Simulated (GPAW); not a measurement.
Runs of GPAW 26.7.0 on BN. It takes space group P6_3mc (No. 186, hexagonal). The conventional cell has a = 2.554 Å, b = 2.554 Å, c = 4.227 Å, α = 90.00°, β = 90.00°, γ = 120.00°. Around N (site symmetry 3m) lie 4 B at 1.57 to 1.58 Å. B (site symmetry 3m) is surrounded by 4 N at 1.57 to 1.58 Å. Measurements of this composition are mostly on another form, of space group No. 194.

```tsv
task	level	potentials or basis	cell	k mesh	cutoff (eV)	smearing	band path	band points	response ecut	eta	response k mesh	grid spacing	gap on the mesh (eV)	pressure (GPa)	V0 of scaled cells (Å³/atom)	B0 (GPa)	largest force (eV/Å)
single point	PBEsol	PAW data sets generated in the run's folder for this functional, pw	as given	12 × 12 × 6	800	fermi-dirac 0.05 eV	-	-	-	-	-	-	4.98	(a)	-	-	0.01
equation of state	PBE	GPAW PAW data sets (gpaw-data 1.2.1), pw	as given	12 × 12 × 6	800	fermi-dirac 0.05 eV	-	-	-	-	-	-	-	-	5.97	373	-
single point	RPBE	the program's PAW data sets (release 1.2.1) made for this functional, pw	as given	12 × 12 × 6	800	gaussian 0.1 eV	-	-	-	-	-	-	5.28	4.6	-	-	0.01
band structure	LDA	the program's PAW data sets (release 1.2.1) made for this functional, pw	as given	10 × 10 × 5	800	fermi-dirac 0.05 eV	GMKGALHA,LM,KH	60	-	-	-	-	5.18	-15.0	-	-	0.02
equation of state	LDA	the program's PAW data sets (release 1.2.1) made for this functional, pw	as given	10 × 10 × 5	800	fermi-dirac 0.05 eV	-	-	-	-	-	-	-	-	(b)	404	-
optical spectrum	LDA	the program's PAW data sets (release 1.2.1) made for this functional, pw	as given	10 × 10 × 5	600	fermi-dirac 0.001 eV	-	-	50 eV	0.1 eV	15 × 15 × 8	-	5.16	-	-	-	-
single point	PBE	GPAW PAW data sets (gpaw-data 1.2.1), pw	as given	12 × 12 × 6	800	fermi-dirac 0.05 eV	-	-	-	-	-	-	5.20	-1.2	-	-	0.02
relaxation of cell and atoms	SCAN	GPAW PAW data sets (gpaw-data 1.2.1), pw	relaxed	8 × 8 × 5	800	fermi-dirac 0.05 eV	-	-	-	-	-	-	6.03	0.0	-	-	-
ts	PBE+TS	GPAW PAW data sets (gpaw-data 1.2.1), fd	as given	12 × 12 × 6	-	fermi-dirac 0.05 eV	-	-	-	-	-	0.16 Å	5.23	-	-	-	0.02
equation of state	PBEsol	PAW data sets generated in the run's folder for this functional, pw	as given	12 × 12 × 6	800	fermi-dirac 0.05 eV	-	-	-	-	-	-	-	-	5.88	388	-
optical spectrum	RPBE	the program's PAW data sets (release 1.2.1) made for this functional, pw	as given	10 × 10 × 5	600	fermi-dirac 0.001 eV	-	-	50 eV	0.1 eV	15 × 15 × 8	-	5.45	-	-	-	-
```

Alike in all rows: no spin polarisation.

Task: Fill in the values left out.

Result: (a) -7.1; (b) 5.76.

Caveats: the cell was scaled at fixed shape and fractional positions, which overstates the stiffness of a crystal with free parameters, most of all of layers and chains (some runs); an odd mesh through Γ misses points on the zone boundary, where band edges often lie (some runs); the long-wavelength limit can be off by a per cent or two (some runs); the mesh misses the band edges, which the band path finds closer together (some runs); later steps reuse the first step's grids (some runs); the PAW data sets were made with another functional, which shifts forces and pressure a little (some runs); the real-space grid adds noise to forces (some runs).

Not every run made on this cell is shown here.
